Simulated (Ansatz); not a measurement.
A series in volume scale on WS2

Free energy against uniform scaling of the volume at fixed shape and fractions; periodic cell, basis, potentials, k mesh and filling as listed. The results are calculated, by Ansatz 0.2.0.

The cell before it is scaled or strained (space group R3m, No. 160):
```
CELL_PARAMETERS angstrom
1.58420 0.91470 6.18380
-1.58420 0.91470 6.18380
0.00000 -1.82930 6.18380
ATOMIC_POSITIONS crystal
W 0.00000 0.00000 0.00000
S 0.24970 0.24970 0.24970
S 0.41900 0.41900 0.41900
```

Settings of every row: functional LDA; dispersion none; potentials PAW; wave cutoff 500 eV; density cutoff 2000 eV; k mesh 11x11x11; k shift 0x0x0; occupations fermi dirac; smearing width 0.1 eV; spin none.

Limits: a layered crystal: even scaling strains the bonds within the layers, so this curve is stiffer than the crystal under pressure; no spin-orbit coupling, which can matter with elements this heavy.

```csv
row,volume scale,V (Å³/atom),energy above lowest point (meV/atom)
1,0.9406,16.856,8.7
2,0.9703,17.389,0
3,1,17.921,?
4,1.0297,18.453,33.9
5,1.0594,18.985,71.4
```

Question: what energy above lowest point should row 3 give?

Worked fit of energy above lowest point. Take u = (V_r/V)^(2/3) − 1 with V_r = 17.921 Å³ an atom, which is twice the finite (Eulerian) strain; such expansions in the strain, on which the Birch-Murnaghan equation of state is built, carry the rest volume and the bulk modulus. The shown rows have u = 0.04169, 0.02029, -0.01931, -0.03772. Least squares give energy above lowest point = 9.31 − 872.2 × u + 20546 × u² meV/atom; a straight line predicts inner rows, each left out in turn, worse (root mean square 19 against 0.2 meV/atom). The rows lie off it by 0.0, -0.1, 0.1, 0.0. Its lowest point lies at u = 0.0212, or V = 17.37 Å³ an atom, and the curvature there gives the bulk modulus at fixed shape and fractions, B = (4/9)(1 + u)² E″(u)/V = 176 GPa. Letting shape and atoms relax would as a rule lower it, by much in layered, chain or molecular crystals. The withheld row has u = 0, so the fit gives 9.31 − 872.2 × (0) + 20546 × (0)² = 9.3 meV/atom.

The calculation gave 9.3 meV/atom. The fit meets it to the printed digit.
